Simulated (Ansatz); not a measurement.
## Structures of TaN: which is lowest?

Plane-wave DFT in Ansatz with scalar-relativistic PAW potentials, cutoff 420 eV, Γ-centred meshes chosen by cell and gap, Gaussian smearing with energies taken to zero width. Every cell was relaxed (cell and atoms) in a run of its own, within the symmetry of its start. Functional: PBEsol.

Relaxed structures (starts from databases or built by putting these elements on another compound's sites):
A. P6_3mc, 4 atoms in the computed cell, a = 3.122 Å, c = 6.054 Å; sites (symmetry × multiplicity) Ta 3m. × 2, N 3m. × 2; start: database
B. Fm-3m, 2 atoms in the computed cell, a = 4.376 Å; sites (symmetry × multiplicity) Ta m-3m × 4, N m-3m × 4; start: database
C. P-62m, 6 atoms in the computed cell, a = 5.179 Å, c = 2.896 Å; sites (symmetry × multiplicity) Ta -6.. × 2 + -62m × 1, N m2m × 3; start: database
D. P-6m2, 2 atoms in the computed cell, a = 2.924 Å, c = 2.871 Å; sites (symmetry × multiplicity) Ta -6m2 × 1, N -6m2 × 1; start: database
E. P6/mmm, 6 atoms in the computed cell, a = 5.205 Å, c = 2.904 Å; sites (symmetry × multiplicity) Ta -6m2 × 2 + 6/mmm × 1, N mmm × 3; start: database
F. P6_3/mmc, 4 atoms in the computed cell, a = 2.889 Å, c = 5.861 Å; sites (symmetry × multiplicity) Ta -3m. × 2, N -6m2 × 2; start: database

Question: Rank them by energy. Could pressure change the order?

Answer:
| structure | group | E − E(lowest) (meV/atom) | V (Å³/atom) | gap on mesh (eV) |
| --- | --- | --- | --- | --- |
| C | P-62m | 0.0 | 11.21 | 0.00 |
| D | P-6m2 | 9.3 | 10.63 | 0.00 |
| F | P6_3/mmc | 219 | 10.59 | 0.00 |
| B | Fm-3m | 304 | 10.47 | 0.00 |
| E | P6/mmm | 454 | 11.35 | 0.00 |
| A | P6_3mc | 459 | 12.78 | 0.00 |

C is lowest, 9 meV/atom under D. D is denser by 0.58 Å³/atom, so pressure favours it: ΔE/ΔV, with ΔE in eV and 1 eV/Å³ = 160.2 GPa, gives about 2.6 GPa for equal enthalpy if both cells were rigid, a rough figure since the two compress differently. Other structures may lie lower than all of these, and vibrations aren't counted.

Spin-orbit coupling is left out, which matters for the bands of heavy elements.